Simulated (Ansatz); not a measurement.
BaTe (Fm-3m): gap, valleys and masses

```xyz
2
Lattice="0.0000 3.4714 3.4714 3.4714 0.0000 3.4714 3.4714 3.4714 0.0000" Properties=species:S:1:pos:R:3 pbc="T T T"
Ba    0.0000    0.0000    0.0000
Te    3.4714    3.4714    3.4714
```

Conventional cell: a = 6.943 Å, b = 6.943 Å, c = 6.943 Å, α = 90.00°, β = 90.00°, γ = 90.00°. Around Ba (atom 1) lie 6 Te at 3.47 Å. Te (atom 2) has 6 Ba at 3.47 Å as nearest neighbours.

Computed, not measured; unless marked otherwise by PBEsol, all-electron LAPW in Ansatz 0.2.0, with spin-orbit coupling. k mesh 6×6×6, fixed occupations, basis error target 1 meV/atom. The cell was relaxed by PAW under this functional, which moved its volume by +5 % from the database entry's.

Extrema are searched on a 8×8×8 mesh and refined by Newton steps; masses come from band slopes 0.005 Å⁻¹ away, 1/m* = (1/ħ²) d²E/dk², negative for holes (the finite step makes the lightest masses up to about 3 % heavy). k is in units of the reciprocal vectors.

Task: Where are the band edges, and is the gap direct?

Result: The valence maximum lies at Gamma (0.000, 0.000, 0.000) and the conduction minimum at X (0.000, -0.500, -0.500), so the Kohn-Sham gap of 1.187 eV is indirect; the least direct gap on the mesh is 1.535 eV. A further valence extremum at X (0.000, -0.500, -0.500) lies 0.348 eV from the edge (3 equivalent points).

Task: What are the electron masses at the edge?

Result: The principal masses are 0.256, 0.256, 1.3 mₑ. One valley has a density-of-states mass (m₁m₂m₃)^(1/3) = 0.44; 3 valleys give N^(2/3) times that, 0.915; the direction-averaged conductivity mass 3/Σ(1/mᵢ) is 0.349 mₑ.

Task: Several bands lie at or near the hole edge, or its surface isn't an ellipsoid. What are the masses by direction?

Result: 

| direction | branch from the edge (spin pairs averaged) | its level at the point (eV from the edge) | m*/mₑ |
| --- | --- | --- | --- |
| 100 | 1 | 0.000 | -1.12 |
| 100 | 2 | 0.000 | -0.185 |
| 100 | 3 | -0.870 | -0.478 |
| 110 | 1 | 0.000 | -0.586 |
| 110 | 2 | 0.000 | -0.217 |
| 110 | 3 | -0.870 | -0.478 |
| 111 | 1 | 0.000 | -0.474 |
| 111 | 2 | 0.000 | -0.238 |
| 111 | 3 | -0.870 | -0.478 |
| 11-2 | 1 | 0.000 | -0.586 |
| 11-2 | 2 | 0.000 | -0.217 |
| 11-2 | 3 | -0.870 | -0.478 |

Task: What gap does PAW give in the same cell?

Result: 1.187 eV, 0 meV from the LAPW value.

Task: What does spin-orbit coupling change?

Result: The gap goes from 1.462 to 1.187 eV. The valence levels at the maximum lie at 0.000, 0.000, -0.870 eV (pairs).

Task: Cells strained by ±0.5 % (all lengths, zz alone, equal engineering shears γ in yz, zx, xy; ions relaxed) give deformation potentials. How do the edge levels move, in eV per unit strain against the centre of the top valence set?

Result: 

```csv
point,k,side,bands,level (eV),d/dlnV,d/dε_zz,d/dγ,split/ε_zz,split/γ
Gamma,0.00 0.00 0.00,valence,4,0.000,0.00,0.00,0.00*,2.09,3.23
X,0.00 -0.50 -0.50,valence,2,-0.348,-0.21,-1.12,0.00*,–,–
X,0.00 -0.50 -0.50,conduction,2,1.187,2.29,2.25,0.00*,–,–
X,-0.50 -0.50 0.00,valence,2,-0.348,-0.21,1.59,0.00*,–,–
X,-0.50 -0.50 0.00,conduction,2,1.187,2.29,2.37,0.00*,–,–
L,-0.50 0.00 0.00,valence,2,-1.213,2.04,2.04,-1.45,–,–
L,-0.50 0.00 0.00,conduction,2,3.776,-1.06,-1.06,-0.45,–,–
L,-0.50 -0.50 -0.50,valence,2,-1.213,2.04,2.04,4.35,–,–
L,-0.50 -0.50 -0.50,conduction,2,3.776,-1.06,-1.06,1.35,–,–
```

The quartet at Γ splits by 2|b|ε_zz and by 2√3|d|(γ/2), so |b| = 1.04 eV and |d| = 1.86 eV.

Sets with another level within 0.15 eV are left out, since it mixes in under strain; the reference set stays in any case. Entries marked * vanish by symmetry to first order; what they show is the residue of the finite step. These cells use a basis error target of 0.5 meV/atom.

Limits of these numbers: semilocal gaps are low, and what follows the gap (onsets, screening, light masses) shifts with it; the frozen-core PAW files of the compared runs were fitted under PBE, their cores solved anew for this functional.
